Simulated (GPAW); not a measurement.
**Ir: band structure with r2SCAN**

The system is Ir.

```
Ir
1.0
     0.00000    1.91560    1.91560
     1.91560    0.00000    1.91560
     1.91560    1.91560    0.00000
Ir
1
Direct
  0.00000 0.00000 0.00000
```

```
Program             : GPAW 26.7.0
Task                : band structure
Functional          : r2SCAN
Potentials or basis : GPAW PAW data sets (gpaw-data 1.2.1)
Cutoff              : 600 eV
Basis               : pw
k mesh              : 12 × 12 × 12
Occupations         : fermi-dirac, width 0.05 eV
Spin                : no spin polarisation
Maxiter             : 150
Band path           : GXWKGLUWLK,UX
Band points         : 60
```

The pressure is 4.4 GPa and the band gap along the path is none (metal or under the smearing width).

Levels at the corners of the path, in eV from the Fermi level:
```tsv
point	band 3	band 4	band 5	band 6	band 7	band 8	band 9
Γ	-50.89	-11.55	-4.06	-4.06	-4.06	-1.33	-1.33
X	-51.21	-8.27	-7.69	0.82	1.56	1.56	1.77
W	-51.22	-6.56	-5.10	-5.10	-1.95	1.57	8.77
K	-51.14	-7.27	-6.26	-3.02	-1.01	0.65	6.76
Γ	-50.89	-11.55	-4.06	-4.06	-4.06	-1.33	-1.33
L	-51.01	-8.45	-4.22	-4.22	-0.72	0.92	0.92
U	-51.14	-7.27	-6.26	-3.02	-1.01	0.65	6.76
W	-51.22	-6.56	-5.10	-5.10	-1.95	1.57	8.77
L	-51.01	-8.45	-4.22	-4.22	-0.72	0.92	0.92
K	-51.14	-7.27	-6.26	-3.02	-1.01	0.65	6.76
U	-51.14	-7.27	-6.26	-3.02	-1.01	0.65	6.76
X	-51.21	-8.27	-7.69	0.82	1.56	1.56	1.77
```

Wall time 33 s on 1 thread of Arm Neoverse V2 (shared host), peak memory 0.27 GiB.

Caveat: the PAW data sets were made with another functional, which shifts forces and pressure a little; spin-orbit coupling is left out, which moves the levels of the heavy elements.
